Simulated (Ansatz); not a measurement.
**Al$_{7}$P$_{8}$: nudged elastic band, vacancy jump**

All numbers below come from DFT PBE, scalar-relativistic, plane waves, PAW (Ansatz 0.2.0). Cutoff 420 eV, Γ-centred 4×4×4 k-points, Gaussian smearing of 0.05 eV. No spin polarisation.

3 inner image(s), climbing immediate, force tolerance 0.05 eV/Å, at most 60 iterations, fixed cell. The cell carries a charge of -3 e on a uniform background, with no finite-size correction, so the barrier is rough in so small a cell.

Time: 36 min on 4 threads of Arm Neoverse N1, on a shared host, peak memory 2.3 GiB.

Command:
```bash
ansatz run input.yaml --threads 4 --pin off --max-ram 9216MiB --backend cpu --events-out ev --progress --plain --runs-dir out
```

Input:
```yaml
crystal:
  lattice:
    - [-5.5068011416, 5.5068011416, 0.0]
    - [-5.5068011416, 0.0, 5.5068011416]
    - [0.0, 5.5068011416, 5.5068011416]
  atoms:
    - { symbol: Al, position: [-0.0142401751, 0.5142401751, 0.0142401751] }
    - { symbol: Al, position: [0.5142401751, -0.0142401751, 0.0142401751] }
    - { symbol: Al, position: [0.5142401751, 0.5142401751, 0.4857598249] }
    - { symbol: Al, position: [-0.0142401751, -0.0142401751, 0.0142401751] }
    - { symbol: Al, position: [-0.0142401751, 0.5142401751, 0.4857598249] }
    - { symbol: Al, position: [0.5142401751, -0.0142401751, 0.4857598249] }
    - { symbol: Al, position: [0.0, 0.0, 0.5] }
    - { symbol: P, position: [0.617271773, 0.617271773, 0.117271773] }
    - { symbol: P, position: [0.1481846811, 0.617271773, 0.117271773] }
    - { symbol: P, position: [0.617271773, 0.1481846811, 0.117271773] }
    - { symbol: P, position: [0.617271773, 0.617271773, 0.6481846811] }
    - { symbol: P, position: [0.1260463907, 0.1260463907, 0.121860828] }
    - { symbol: P, position: [0.1260463907, 0.621860828, 0.6260463907] }
    - { symbol: P, position: [0.621860828, 0.1260463907, 0.6260463907] }
    - { symbol: P, position: [0.1260463907, 0.1260463907, 0.6260463907] }
total_charge: -3
basis:
  ecutwfc: 420
kpoints:
  mp_grid: { grid: [4, 4, 4] }
hamiltonian:
  xc: pbe
scf:
  occupations: { method: gaussian, width: 0.05 }
output:
  forces: true
neb:
  images: 3
  f_tol: 0.05
  max_iterations: 60
  order_check: false
  final_atoms:
    - { symbol: Al, position: [-0.5142401918, 0.5142401918, 0.0142401918] }
    - { symbol: Al, position: [0.4857598082, -0.0142401918, 0.0142401918] }
    - { symbol: Al, position: [0.4857598082, 0.5142401918, 0.4857598082] }
    - { symbol: Al, position: [0.0142401918, -0.0142401918, 0.0142401918] }
    - { symbol: Al, position: [0.0142401918, 0.5142401918, 0.4857598082] }
    - { symbol: Al, position: [0.5, 0.0, 0.5] }
    - { symbol: Al, position: [0.0142401918, -0.0142401918, 0.4857598082] }
    - { symbol: P, position: [0.6481847198, 0.6172717601, 0.1172717601] }
    - { symbol: P, position: [0.1172717601, 0.6172717601, 0.1172717601] }
    - { symbol: P, position: [0.6260463841, 0.1260463841, 0.1218608477] }
    - { symbol: P, position: [0.6260463841, 0.6218608477, 0.6260463841] }
    - { symbol: P, position: [0.1172717601, 0.1481847198, 0.1172717601] }
    - { symbol: P, position: [0.1172717601, 0.6172717601, 0.6481847198] }
    - { symbol: P, position: [0.6260463841, 0.1260463841, 0.6260463841] }
    - { symbol: P, position: [0.1218608477, 0.1260463841, 0.6260463841] }
  climbing: immediate
```

Output (its end):
```
...
    - [0.0, 5.5068011416, 5.5068011416]
  atoms:
    - { symbol: Al, position: [-0.18717672906352284, 0.4533056189478405, -0.046694378365089106] }
    - { symbol: Al, position: [0.47854456005177876, 0.029492679077535024, 0.020343064212007957] }
    - { symbol: Al, position: [0.4785445579801363, 0.5203430595303375, 0.5294926815962053] }
    - { symbol: Al, position: [0.017397588056106226, -0.05293452218470343, 0.014451862516357019] }
    - { symbol: Al, position: [0.017397581039171994, 0.5144518557494699, 0.4470654826809197] }
    - { symbol: Al, position: [0.5130925252583388, -0.0041741275329701955, 0.4958258623169197] }
    - { symbol: Al, position: [-0.006213746111107116, -0.001391296760097055, 0.49860869127257157] }
    - { symbol: P, position: [0.5644126239813849, 0.6645514999976263, 0.16455150637139904] }
    - { symbol: P, position: [0.1533337948707051, 0.5909547407956734, 0.09095473468814796] }
    - { symbol: P, position: [0.6461976920023459, 0.14527904209934586, 0.11914720308996699] }
    - { symbol: P, position: [0.6461976900459268, 0.6191472029206304, 0.645279039702563] }
    - { symbol: P, position: [0.09314004249053418, 0.14165203521712783, 0.11973380842146851] }
    - { symbol: P, position: [0.0931400309206476, 0.6197338084937287, 0.6416520326591595] }
    - { symbol: P, position: [0.6121816331736103, 0.1382859315508026, 0.6382859340749091] }
    - { symbol: P, position: [0.12981015545394264, 0.12130247224765156, 0.6213024749124942] }
```

The run converged.

Final band:

```tsv
image	s (Å)	ΔE (eV)
0	0.000	0.000
1	1.173	0.926
2	2.345	1.828
3	3.659	1.299
4	4.971	0.000
```

Highest image over the start 1.828 eV, over the end 1.828 eV. The order of the saddle wasn't checked, and a path that keeps a symmetry can read too high.

By iteration:

| iteration | largest band force component (eV/Å) | highest image (eV) |
| --- | --- | --- |
| 1 | 116.921 | 40.101 |
| 2 | 53.211 | 15.771 |
| 3 | 23.216 | 6.915 |
| 4 | 11.666 | 3.898 |
| 5 | 5.408 | 2.544 |
| 6 | 2.182 | 2.029 |
| 7 | 0.710 | 1.876 |
| 8 | 0.247 | 1.844 |
| 9 | 0.117 | 1.832 |
| 10 | 0.138 | 1.847 |
| 11 | 0.084 | 1.837 |
| 12 | 0.145 | 1.836 |
| 13 | 0.086 | 1.832 |
| 14 | 0.136 | 1.835 |
| 15 | 0.088 | 1.833 |
| 16 | 0.126 | 1.837 |
| 17 | 0.076 | 1.833 |
| 18 | 0.096 | 1.834 |
| 19 | 0.052 | 1.832 |
| 20 | 0.037 | 1.828 |

Images of the last band (Å, true forces in eV/Å):

```xyz
15
Lattice="-5.507 5.507 0.000 -5.507 0.000 5.507 0.000 5.507 5.507" Properties=species:S:1:pos:R:3:forces:R:3 pbc="T T T" image=0 dE_eV=0.0000
Al   -2.753    0.000    2.910    0.000    0.000   -0.001
Al   -2.753    2.910    0.000    0.000   -0.001    0.000
Al   -5.664    5.507    5.507    0.001    0.000    0.000
Al    0.157    0.000    0.000   -0.001    0.000    0.000
Al   -2.753    2.597    5.507    0.000    0.001    0.000
Al   -2.753    5.507    2.597    0.000    0.000    0.001
Al    0.000    2.753    2.753    0.000    0.000    0.000
P    -6.798    4.045    4.045    0.000    0.000    0.000
P    -4.215    1.462    4.045    0.000    0.000    0.000
P    -4.215    4.045    1.462    0.000    0.000    0.000
P    -6.798    6.969    6.969    0.000    0.000    0.000
P    -1.388    1.365    1.365    0.001    0.001    0.001
P    -4.119    4.142    6.872   -0.001   -0.001    0.001
P    -4.119    6.872    4.142   -0.001    0.001   -0.001
P    -1.388    4.142    4.142    0.001   -0.001   -0.001
15
Lattice="-5.507 5.507 0.000 -5.507 0.000 5.507 0.000 5.507 5.507" Properties=species:S:1:pos:R:3:forces:R:3 pbc="T T T" image=1 dE_eV=0.9257
Al   -2.203   -0.550    2.676   -1.119    1.119    0.715
Al   -2.832    2.852    0.221    0.019    0.095   -0.084
Al   -5.605    5.585    5.728   -0.095   -0.019   -0.084
Al    0.218    0.099   -0.198    0.105   -0.202    0.031
Al   -2.852    2.536    5.309    0.202   -0.105    0.031
Al   -2.824    5.577    2.639    0.039   -0.039   -0.115
Al    0.012    2.741    2.770    0.027   -0.027    0.045
P    -6.652    3.899    4.445    0.260   -0.260   -0.203
P    -3.978    1.225    3.735    0.276   -0.276   -0.040
P    -4.340    4.188    1.466    0.107   -0.119    0.014
P    -6.941    7.093    6.973    0.119   -0.107    0.014
P    -1.287    1.268    1.357    0.083    0.087   -0.136
P    -4.021    4.041    6.864   -0.087   -0.083   -0.136
P    -4.153    6.906    4.255    0.042   -0.042   -0.028
P    -1.415    4.168    4.075    0.025   -0.025   -0.024
15
Lattice="-5.507 5.507 0.000 -5.507 0.000 5.507 0.000 5.507 5.507" Properties=species:S:1:pos:R:3:forces:R:3 pbc="T T T" image=2 dE_eV=1.8285
Al   -1.466   -1.288    2.239    0.012   -0.012    0.029
Al   -2.798    2.747    0.274   -0.012   -0.022    0.033
Al   -5.501    5.551    5.781    0.022    0.012    0.033
Al    0.196    0.175   -0.212   -0.001    0.020   -0.003
Al   -2.929    2.558    5.295   -0.020    0.001   -0.003
Al   -2.803    5.556    2.707   -0.005    0.005    0.012
Al    0.042    2.712    2.738    0.002   -0.002   -0.021
P    -6.768    4.014    4.566    0.013   -0.013   -0.037
P    -4.099    1.345    3.755    0.014   -0.014   -0.002
P    -4.359    4.215    1.456   -0.004   -0.013    0.001
P    -6.968    7.112    6.963    0.013    0.004    0.001
P    -1.293    1.172    1.439   -0.004    0.032   -0.013
P    -3.926    4.046    6.946   -0.032    0.004   -0.013
P    -4.133    6.886    4.276    0.005   -0.005   -0.007
P    -1.383    4.136    4.089   -0.004    0.004   -0.010
15
Lattice="-5.507 5.507 0.000 -5.507 0.000 5.507 0.000 5.507 5.507" Properties=species:S:1:pos:R:3:forces:R:3 pbc="T T T" image=3 dE_eV=1.2989
Al   -0.654   -2.099    2.593    1.059   -1.059    0.489
Al   -2.673    2.660    0.241    0.107   -0.050   -0.047
Al   -5.413    5.426    5.748    0.050   -0.107   -0.047
Al    0.116    0.221   -0.209   -0.172    0.126    0.005
Al   -2.974    2.637    5.297   -0.126    0.172    0.005
Al   -2.770    5.523    2.769   -0.018    0.018    0.078
Al    0.065    2.689    2.647   -0.034    0.034   -0.126
P    -7.054    4.300    4.499   -0.451    0.451   -0.093
P    -4.247    1.494    3.728   -0.274    0.274   -0.035
P    -4.246    4.222    1.359    0.095    0.067   -0.129
P    -6.975    6.999    6.865   -0.067   -0.095   -0.129
P    -1.307    1.155    1.469   -0.083    0.041    0.036
P    -3.909    4.061    6.976   -0.041    0.083    0.036
P    -4.112    6.865    4.257   -0.030    0.030   -0.023
P    -1.344    4.098    4.077   -0.014    0.014   -0.021
15
Lattice="-5.507 5.507 0.000 -5.507 0.000 5.507 0.000 5.507 5.507" Properties=species:S:1:pos:R:3:forces:R:3 pbc="T T T" image=4 dE_eV=0.0000
Al    0.000   -2.753    2.910    0.000    0.000   -0.001
Al   -2.597    2.753    0.000   -0.001    0.000    0.000
Al   -5.507    5.350    5.507    0.000    0.001    0.000
Al    0.000    0.157    0.000    0.000   -0.001    0.000
Al   -2.910    2.753    5.507    0.001    0.000    0.000
Al   -2.753    5.507    2.753    0.000    0.000    0.000
Al    0.000    2.753    2.597    0.000    0.000    0.001
P    -6.969    4.215    4.045    0.000    0.000    0.000
P    -4.045    1.292    4.045    0.000    0.000    0.000
P    -4.142    4.119    1.365    0.001    0.001    0.001
P    -6.872    6.895    6.872   -0.001   -0.001    0.001
P    -1.462    1.292    1.462    0.000    0.000    0.000
P    -4.045    4.215    6.969    0.000    0.000    0.000
P    -4.142    6.895    4.142    0.001   -0.001   -0.001
P    -1.365    4.119    4.142   -0.001    0.001   -0.001
```